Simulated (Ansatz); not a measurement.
# PbO2 (Fm-3m) in Ansatz: notebook

The runs below take PbO2 through band structure, with HSE06, HSE03, HSEsol.

All numbers are computed with Ansatz 0.2.0; they aren't measurements. Logs are shortened: lines on timing, memory, paths and dates and some standing lists are left out, and cuts for length are marked.

## (1) Starting point

The structure is cubic, space group Fm-3m (No. 225). The conventional cell has a = 5.404 Å, b = 5.404 Å, c = 5.404 Å, α = 90.00°, β = 90.00°, γ = 90.00°. Around Pb (site symmetry m-3m) lie 8 O at 2.34 Å. Around O (site symmetry -43m) lie 4 Pb at 2.34 Å.

The cell comes from a database or a generator and needn't be the stable form of this composition.

## (2) Band structure, HSE06

The input, input:

```
crystal:
  lattice:
    - [0.0, 2.701992, 2.701992]
    - [2.701992, 0.0, 2.701992]
    - [2.701992, 2.701992, 0.0]
  atoms:
    - { symbol: Pb, position: [0.0, 0.0, 0.0] }
    - { symbol: O, position: [0.75, 0.75, 0.75] }
    - { symbol: O, position: [0.25, 0.25, 0.25] }
hamiltonian:
  xc: hse06
  pseudopotentials: { kind: paw }
kpoints:
  mp_grid: { grid: [5, 5, 5] }
  band_path:
    path:
      - [[0.0, 0.0, 0.0], [0.5, 0.0, 0.5], [0.5, 0.25, 0.75], [0.375, 0.375, 0.75], [0.0, 0.0, 0.0], [0.5, 0.5, 0.5], [0.625, 0.25, 0.625], [0.5, 0.25, 0.75], [0.5, 0.5, 0.5], [0.375, 0.375, 0.75]]
      - [[0.625, 0.25, 0.625], [0.5, 0.0, 0.5]]
    npoints: 4
scf:
  occupations: { method: fermi_dirac, width: 0.05 }
  n_extra_bands: 7
output:
  forces: true
  stress: true
  eigenvalues: true
  fatbands: false
```

Potentials or basis: Ansatz PAW.

The log of the run:

```text
Warning: output.stress: scf.convergence.dr2_threshold = 1e-7 eV (the SCF's general default) is looser than the 3e-10 eV advised for a printed stress (1e-10 eV for each atom of the cell: 3). What an SCF threshold leaves in a stress goes as its square root, and in the free energy as the threshold itself, and one threshold admits the most on a small cell: of the crystals measured, under no hybrid functional and no lock of the moments, on runs that ended without the residual-converged pass, on stresses that held no estimate of that error, the worst erred by over 100 MPa in a component at 1e-7 eV an atom and by under 5 at 1e-10. Set scf.convergence.dr2_threshold to 3e-10 eV or tighter. The threshold is an SCF's pass mark: one that does not reach it within its budget of iterations ends unconverged, or closes short of it on a stop that the run arms, and scf.convergence.dr2_threshold's page says what that costs each kind of run
Warning: output.stress: scf.exx.energy_threshold = 1e-6 eV is looser than the 3e-8 eV advised for a stress under a hybrid functional (1e-8 eV for each atom of the cell: 3). Every SCF of the exchange loop can meet its threshold on dr2 while the loop round them stops early: no threshold on dr2 bounds what that leaves in the stress. Set scf.exx.energy_threshold to 3e-8 eV or tighter. The threshold is the loop's pass mark: a loop that does not reach it within its budget of cycles ends unconverged, and scf.exx.energy_threshold's page has the law
scf.n_extra_bands = 7 over 13 filled bands (N_el = 26.0): the run solves 20 bands
GPUs: using 1 of 1 available (devices: 1).
Engine: ansatz 0.2.0, x86_64-unknown-linux-gnu
Pseudopotentials: kind: paw
Pseudopotential: Pb, paw, valence charge 14, recommended cutoff 420 eV (normal), Pb.paw.azcp
Pseudopotential: O, paw, valence charge 6, recommended cutoff 420 eV (normal), O.paw.azcp
Functional definition: HSE06
  parameter a = 0.25
  parameter omega = 0.11/bohr
  exchange = pbe_x - a*pbe_x_sr(omega) + a*exact_x_sr(omega)
  correlation = pbe_c
device memory: the entry about to start is reckoned to put 0.5 GiB on a device that reports 48.6 GiB free (of which the cap on the GPU budget leaves the run 18.0 GiB)
GPU FFT provider: cuFFT
GPU libraries: cuBLAS 13.8.2, cuFFT 12.4.0, cuSOLVER 12.3.4
Crystal: 3 atoms, lattice volume = 39.453 Å³
Basis set: ecut = 420 eV, 749 PW (Γ), exchange–correlation on 54×54×54 points (8 copies of the dense FFT grid, shifted against one another)
Bands: 20, of which v1, the nominal top of the filled ones, is band 13 counted from 1 (12 counted from 0)
Symmetry: 48 space group operations
Space group: Fm-3m (ITA 225), of the structure as read, at distance tolerance 3.4e-5 Å
k-points: 10 of 125
Non-local potential: Pb, projectors of the file, l = 0: 2, l = 1: 2, l = 2: 2, l = 3: 2
Non-local potential: O, projectors of the file, l = 0: 2, l = 1: 2, l = 2: 1
PAW form: soft (Blöchl's): semilocal exchange-correlation on the pseudo side does not see the compensation charge
PAW frozen core: Pb, regenerated for the run's functional, and the local potential with it (the file was generated under x = pbe(κ = 0.804, μ = 0.2195149727645171), c = pbe(β = 0.06672455060314922))
PAW frozen core: O, regenerated for the run's functional, and the local potential with it (the file was generated under x = pbe(κ = 0.804, μ = 0.2195149727645171), c = pbe(β = 0.06672455060314922))
PAW one-centre angular grid: Pb, 590 points (default); XC on 64 Gauss nodes
PAW one-centre angular grid: O, 110 points (default); XC on 96 Gauss nodes
Initial density: superposition of atomic densities (neutral atoms: chi_scale 0, normalization atom), corrected by the library's trained network
Initial wavefunctions: pseudopotential atomic-orbital guess
[... 40 lines left out ...]
SCF iter   1: F=—  HF=-13041.019064 eV  |F-HF|=—  |Δ(HF+E_count)|=         —  Δρ=4.82e-5  dr2=4.98e-7  ethr=4.22e-7  ⟨swp⟩=4.4  Hψ=488  notcnv=0
preconditioner: auto → none  [insulator: Δε(μ)=1.689 eV  Ē_g=22.623 eV  σ=0.050 eV  W_gap=0.97  n_scr=14 (ndim 8)  ℏωp=30.1 eV  f_vac=0.062  D(μ)=0.31/eV (n_scr^D=0)]
SCF iter   2: F=—  HF=-13041.019064 eV  |F-HF|=—  |Δ(HF+E_count)|=   3.14e-7  Δρ=2.24e-5  dr2=1.00e-7  ethr=1.78e-9  ⟨swp⟩=4.5  Hψ=511  notcnv=0
SCF iter   3: F=-13041.019064 eV  HF=-13041.019064 eV  |F-HF|=2.04e-9  |Δ(HF+E_count)|=   1.76e-8  Δρ=9.20e-6  dr2=9.57e-9  ethr=3.38e-10  ⟨swp⟩=3.8  Hψ=397  notcnv=0  defer=1
SCF 3 converged in 3 iterations: F = -13041.019064 eV  dr2 = 9.57e-9
  Residual-converged pass: ⟨swp⟩=3.9  Hψ=459  notcnv=0  max |occ|·‖R‖ = 2.3e-6 eV (tolerance 2.4e-6 eV)  dr2=9.33e-9  dr2_onsite=1.85e-9  max |Δocc| = 1.1e-12
hybrid outer 2: dexx = +2.489e-7 eV, tail = 2.84e-8 eV, Δε = 3.25e-3 eV (about 1.33e-4 eV left of the loop's levels)
device memory: the entry about to start is reckoned to put 0.4 GiB on a device that reports 45.4 GiB free (of which the cap on the GPU budget leaves the run 18.0 GiB)
NSCF: frozen V_eff on 42 k-points, pencils in batches of 32, up to order 88
hybrid SCF converged: 2 outer / 10 inner (+6 warm-up), last move |dexx| = 2.49e-7 eV, tail = 2.84e-8 eV
Stability not checked: this state was not tested for a lower state beside it, because the functional holds exact exchange (a hybrid, or Hartree-Fock), whose exchange loop this test does not read (fock_operator; see scf.lower_state_search)
Free energy (F): -13041.019064 eV
Frozen-core exchange: fock
Harris-Foulkes:  -13041.019064 eV  (|F-HF|=2.04e-9)
Internal energy: -13041.015312 eV  (E = F + TS)
E sigma→0 (E₀):  -13041.017188 eV
Entropy (-TS):   -0.003752 eV (-1.251 meV/atom)
Fermi energy:    8.650522 eV
--- Per-component energies (eV) ---
  E_band       = -53.480865
  E_kinetic    = 638.917459
  E_local      = -1504.733559  (includes V_loc(G=0)·N_el)
  E_nonlocal   = 449.364442
  E_hartree    = 576.503559
  E_xc         = -288.986256
  E_vxc        = -249.838919  (∫ρ·V_xc dr)
  E_exx        = -69.382989  (= α·E_x^exact, valence–valence)
  E_paw        = -10742.376172  (= ΣΔE_a)
  E_vpaw       = -401.437394  (= ΣTr[D̂ρ^β])
  E_aug_tail   = 0.004797  (compensation charges beyond the density's cutoff)
  E_ewald      = -2100.604185
  E_core_change = 0.277592  (= ΣΔE_core)
  E_smearing   = -0.003752  (= −TS)
  E_closure    = -0.000001  (closes the sum)
  Σ components = -13041.019064   (vs F -13041.019064, Δ=0.00e0)
--- Forces (eV/Å), atoms counted from 1 ---
  atom   1  Pb    -0.00000000     0.00000000    -0.00000000
  atom   2  O      0.00000000     0.00000000    -0.00000000
  atom   3  O      0.00000000    -0.00000000     0.00000000
  max |Σ_I F_I| component: 3.70e-17 eV/Å
--- Stress (GPa, compression-positive) ---
      -11.240107       0.000000      -0.000000
       -0.000000     -11.240107      -0.000000
       -0.000000      -0.000000     -11.240107
  P = ⅓ Tr σ = -11.2401 GPa (-112.401 kbar)
--- Band table (eV; the first three rows and the last of 10) ---
  k-point 0: bands = ["-11.5789", "-8.6812", "-8.4047", "-8.4047", "-8.4047", "-8.1119", "-8.1119", "6.4772", "6.4772", "6.4772", "6.8004", "7.3975", "7.3975", "7.3975", "17.1156", "17.1156", "17.1156", "21.9439", "25.8457", "25.8457"]
  k-point 1: bands = ["-11.2755", "-9.6180", "-8.3623", "-8.3623", "-8.1121", "-8.1121", "-7.4342", "3.9801", "6.0371", "6.1832", "6.1832", "7.2946", "7.2946", "10.2661", "16.6585", "17.9500", "17.9500", "24.4406", "25.6484", "25.6484"]
  k-point 2: bands = ["-10.9157", "-9.9190", "-8.3211", "-8.3211", "-8.0823", "-8.0823", "-6.9915", "2.1719", "5.2732", "5.7462", "5.7462", "7.1266", "7.1266", "12.2035", "17.1460", "19.5555", "19.5555", "24.9853", "25.4611", "25.4611"]
  k-point 9: bands = ["-10.5085", "-10.4793", "-8.1868", "-8.1739", "-8.0952", "-7.6206", "-6.9835", "0.5450", "3.7964", "5.3145", "6.4631", "8.0641", "8.4816", "12.1018", "17.6314", "19.5838", "20.1565", "21.2349", "26.2783", "27.8449"]
```

Wall time 70 s (1 × NVIDIA H100 80GB HBM3 with 2 threads of AMD EPYC 7R13 (Zen 3), shared host); peak memory 1.6 GiB.

Results:

```
Free energy            : -13041.0191 eV
Pressure               : -11.2 GPa
Band gap on the k mesh : none (metal or under the smearing width)
```

Levels at the corners of the path, in eV from the Fermi level:
```
point  band 11  band 12  band 13  band 14  band 15  band 16
    Γ    -1.85    -1.25    -1.25    -1.25     8.47     8.47
    X    -0.29    -0.14    -0.14     2.90     7.64    10.99
    W    -2.76    -0.44     0.02     3.53    10.18    10.18
    K    -1.38    -0.54    -0.26     3.42     9.12    10.56
    Γ    -1.85    -1.25    -1.25    -1.25     8.47     8.47
    L    -2.98    -1.55    -1.55     3.81     8.67    11.24
    U    -1.38    -0.54    -0.26     3.42     9.12    10.56
    W    -2.76    -0.44     0.02     3.53    10.18    10.18
    L    -2.98    -1.55    -1.55     3.81     8.67    11.24
    K    -1.38    -0.54    -0.26     3.42     9.12    10.56
    U    -1.38    -0.54    -0.26     3.42     9.12    10.56
    X    -0.29    -0.14    -0.14     2.90     7.64    10.99
```

Caveat: the k mesh is coarse (spacing up to 0.40 Å⁻¹), so the values aren't converged, least of all with exact exchange; the pressure holds a Pulay correction of +0.4 GPa for the finite cutoff; spin-orbit coupling is left out, which moves the levels of the heavy elements; the PAW data sets come from PBE, with cores solved anew for the run's functional, which leaves a small shift of forces and pressure; the thresholds are loose for stress.

## (3) Band structure, HSE03

Changes to input since step 2:

```diff
@@ -10,3 +10,3 @@
 hamiltonian:
-  xc: hse06
+  xc: { exchange: pbe, correlation: pbe, exx: { coeff: 0.25, omega: 0.3 } }
   pseudopotentials: { kind: paw }
```

Potentials or basis: Ansatz PAW.

It took 94 s on 1 × NVIDIA H100 80GB HBM3 with 2 threads of AMD EPYC 7R13 (Zen 3), shared host; peak memory 1.6 GiB.

Results (log left out):

| Item | Value |
| --- | --- |
| Free energy | -13040.9744 eV |
| Pressure | -10.6 GPa |
| Band gap on the k mesh | none (metal or under the smearing width) |

Levels at the corners of the path, in eV from the Fermi level:
| point | band 10 | band 11 | band 12 | band 13 | band 14 | band 15 | band 16 | band 17 |
| --- | --- | --- | --- | --- | --- | --- | --- | --- |
| Γ | -2.16 | -1.97 | -1.27 | -1.27 | -1.27 | 8.21 | 8.21 | 8.21 |
| X | -4.78 | -0.27 | -0.14 | -0.14 | 2.65 | 7.40 | 10.73 | 12.46 |
| W | -2.74 | -2.74 | -0.43 | 0.02 | 3.28 | 9.91 | 9.91 | 10.43 |
| K | -4.30 | -1.37 | -0.53 | -0.25 | 3.17 | 8.86 | 10.29 | 11.73 |
| Γ | -2.16 | -1.97 | -1.27 | -1.27 | -1.27 | 8.21 | 8.21 | 8.21 |
| L | -2.96 | -2.96 | -1.54 | -1.54 | 3.56 | 8.41 | 10.96 | 10.96 |
| U | -4.30 | -1.37 | -0.53 | -0.25 | 3.17 | 8.86 | 10.29 | 11.73 |
| W | -2.74 | -2.74 | -0.43 | 0.02 | 3.28 | 9.91 | 9.91 | 10.43 |
| L | -2.96 | -2.96 | -1.54 | -1.54 | 3.56 | 8.41 | 10.96 | 10.96 |
| K | -4.30 | -1.37 | -0.53 | -0.25 | 3.17 | 8.86 | 10.29 | 11.73 |
| U | -4.30 | -1.37 | -0.53 | -0.25 | 3.17 | 8.86 | 10.29 | 11.73 |
| X | -4.78 | -0.27 | -0.14 | -0.14 | 2.65 | 7.40 | 10.73 | 12.46 |

Caveat: the k mesh is coarse (spacing up to 0.40 Å⁻¹), so the values aren't converged, least of all with exact exchange; the pressure holds a Pulay correction of +0.4 GPa for the finite cutoff; spin-orbit coupling is left out, which moves the levels of the heavy elements; the PAW data sets come from PBE, with cores solved anew for the run's functional, which leaves a small shift of forces and pressure; the thresholds are loose for stress.

## (4) Band structure, HSEsol

Changes to input since step 3:

```diff
@@ -10,3 +10,6 @@
 hamiltonian:
-  xc: { exchange: pbe, correlation: pbe, exx: { coeff: 0.25, omega: 0.3 } }
+  xc:
+    exchange: hjs_pbesol
+    correlation: pbesol
+    exx: { coeff: 0.25, omega: 0.207 }
   pseudopotentials: { kind: paw }
```

Run time: 87 s. Hardware: 1 × NVIDIA H100 80GB HBM3 with 2 threads of AMD EPYC 7R13 (Zen 3), shared host; peak memory 1.6 GiB.

Results (log left out):

- Free energy: -12919.3199 eV
- Pressure: -15.3 GPa
- Band gap on the k mesh: none (metal or under the smearing width)

Levels at the corners of the path, in eV from the Fermi level:
```tsv
point	band 10	band 11	band 12	band 13	band 14	band 15	band 16	band 17
Γ	-2.18	-1.91	-1.27	-1.27	-1.27	8.33	8.33	8.33
X	-4.86	-0.29	-0.14	-0.14	2.83	7.53	10.80	12.66
W	-2.79	-2.79	-0.45	0.02	3.49	10.09	10.09	10.48
K	-4.38	-1.40	-0.54	-0.26	3.37	9.02	10.39	11.87
Γ	-2.18	-1.91	-1.27	-1.27	-1.27	8.33	8.33	8.33
L	-3.01	-3.01	-1.56	-1.56	3.79	8.54	11.13	11.13
U	-4.38	-1.40	-0.54	-0.26	3.37	9.02	10.39	11.87
W	-2.79	-2.79	-0.45	0.02	3.49	10.09	10.09	10.48
L	-3.01	-3.01	-1.56	-1.56	3.79	8.54	11.13	11.13
K	-4.38	-1.40	-0.54	-0.26	3.37	9.02	10.39	11.87
U	-4.38	-1.40	-0.54	-0.26	3.37	9.02	10.39	11.87
X	-4.86	-0.29	-0.14	-0.14	2.83	7.53	10.80	12.66
```

Caveat: the k mesh is coarse (spacing up to 0.40 Å⁻¹), so the values aren't converged, least of all with exact exchange; so large a pressure means that the cell lies far from this level's equilibrium, or that cutoff or potentials fall short; the pressure holds a Pulay correction of +0.5 GPa for the finite cutoff; spin-orbit coupling is left out, which moves the levels of the heavy elements; the PAW data sets come from PBE, with cores solved anew for the run's functional, which leaves a small shift of forces and pressure; the thresholds are loose for stress.

## (5) Summary

```tsv
level	gap on the mesh (eV)	pressure (GPa)
HSE06	none	-11.2
HSE03	none	-10.6
HSEsol	none	-15.3
```

Alike in all rows: task band structure; potentials or basis Ansatz PAW; no spin polarisation; cell as given; k mesh 5 × 5 × 5; cutoff (eV) 420; smearing fermi-dirac 0.05 eV; the mesh is coarse, so values aren't converged.

Caveats: all runs use coarse meshes; spin-orbit coupling is left out, which moves the levels of the heavy elements; the PAW data sets come from PBE, with cores solved anew for the run's functional, which leaves a small shift of forces and pressure; the thresholds are loose for stress; so large a pressure means that the cell lies far from this level's equilibrium, or that cutoff or potentials fall short (some runs).

Total energies depend on the potentials used, so only differences within one code and one set of settings carry meaning.
